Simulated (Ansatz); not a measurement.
Crystal: Cd.

```
Cd
1.0
     1.60803    0.92840    2.44929
    -1.60803    0.92840    2.44929
     0.00000   -1.85679    2.44929
Cd
1
Cartesian
  0.0000 0.0000 0.0000
```

This isn't the form of Cd at room conditions, which is hcp.

Program: Ansatz 0.2.0. Alike in all runs: cell as given.

Order these runs on this cell by their pressure, lowest first.
A. level r2SCAN+rVV10; potentials or basis SSSP efficiency PAW; spin off; k mesh 9 × 9 × 9; cutoff (eV) 1361; smearing gaussian 0.15 eV
B. level BPBE+D3(BJ); potentials or basis PseudoDojo standard (PBE files); spin non-collinear, random start; k mesh 10 × 10 × 10; cutoff (eV) 499; smearing methfessel-paxton 0.05 eV; other keys basis.ecutwfc = 36.7 Ry
C. level PBE0; potentials or basis Ansatz PAW; spin off; k mesh 7 × 7 × 7; cutoff (eV) 420; smearing cold 0.025 eV; other keys scf.n_extra_bands = 4; crystal.symmetry = detect False
D. level LDA; potentials or basis SSSP precision PAW; spin off; k mesh 10 × 10 × 10; cutoff (eV) 1361; smearing fermi-dirac 0.01 eV

B (-7.3 GPa), D (-4.9 GPa), A (-1.5 GPa), C (0.1 GPa).

Caveats: pairwise dispersion overbinds metals, which lowers pressure and volume (some runs); the potentials were made for another functional, which shifts forces and pressure (some runs); the pressure holds a Pulay correction of +693.6 GPa for the finite cutoff (some runs); the dispersion damping was fitted for another functional or another form of the correction (some runs); the starting moments weren't kept (some runs); the cutoff lies under the one recommended for these potentials (some runs).
